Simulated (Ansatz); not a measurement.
Crystal: Cu.

```
Cu
1.0
     1.21846   -3.97638    0.00000
     1.21846    3.97638    0.00000
     0.00000    0.00000    2.47550
Cu
2
Direct
  0.86613 0.13387 0.75000
  0.13387 0.86613 0.25000
```

This isn't the form of Cu at room conditions, which is fcc.

| Quantity | Value |
| --- | --- |
| Program | Ansatz 0.2.0 |
| Task | relaxation of cell and atoms |
| Functional | HSE06 |
| Potentials or basis | Ansatz PAW |
| Cutoff | 420 eV (not typed: the program's choice for these potentials) |
| k mesh | 6 × 6 × 6 |
| Occupations | fermi-dirac, width 0.05 eV |
| Spin | no spin polarisation |

At the start: volume 11.99 Å³/atom.

Q: Where does the relaxation end?

A: It ends after 7 steps and the volume is 12.57 Å³/atom (+4.8 %); space group Cmcm (No. 63, to 0.05 Å).

Step by step:
| step | energy change (eV) | largest force (eV/Å) | volume (Å³) |
| --- | --- | --- | --- |
| 1 | 0.0000 | 0.0562 | 23.99 |
| 2 | -0.0161 | 0.0350 | 24.48 |
| 3 | -0.0237 | 0.0090 | 25.10 |
| 4 | -0.0237 | 0.0018 | 25.16 |
| 5 | -0.0261 | 0.0017 | 25.16 |
| 6 | -0.0262 | 0.0003 | 25.14 |
| 7 | -0.0261 | 0.0003 | 25.14 |

Final structure:
```cif
data_structure
_symmetry_space_group_name_H-M 'P 1'
_symmetry_Int_Tables_number 1
_cell_length_a 4.2636
_cell_length_b 4.2636
_cell_length_c 2.5152
_cell_angle_alpha 90.000
_cell_angle_beta 90.000
_cell_angle_gamma 146.648
_cell_volume 25.14
loop_
_atom_site_label
_atom_site_type_symbol
_atom_site_fract_x
_atom_site_fract_y
_atom_site_fract_z
_atom_site_occupancy
Cu1 Cu 0.86660 0.13340 0.75000 1
Cu2 Cu 0.13340 0.86660 0.25000 1
```

Caveat: the k mesh is coarse (spacing up to 0.45 Å⁻¹), so the values aren't converged, least of all with exact exchange; the plane-wave basis is chosen anew once the cell has moved, so the energies of steps on either side of that aren't comparable; the pressure holds a Pulay correction of +0.4 GPa for the finite cutoff; the PAW data sets come from PBE, with cores solved anew for the run's functional, which leaves a small shift of forces and pressure.
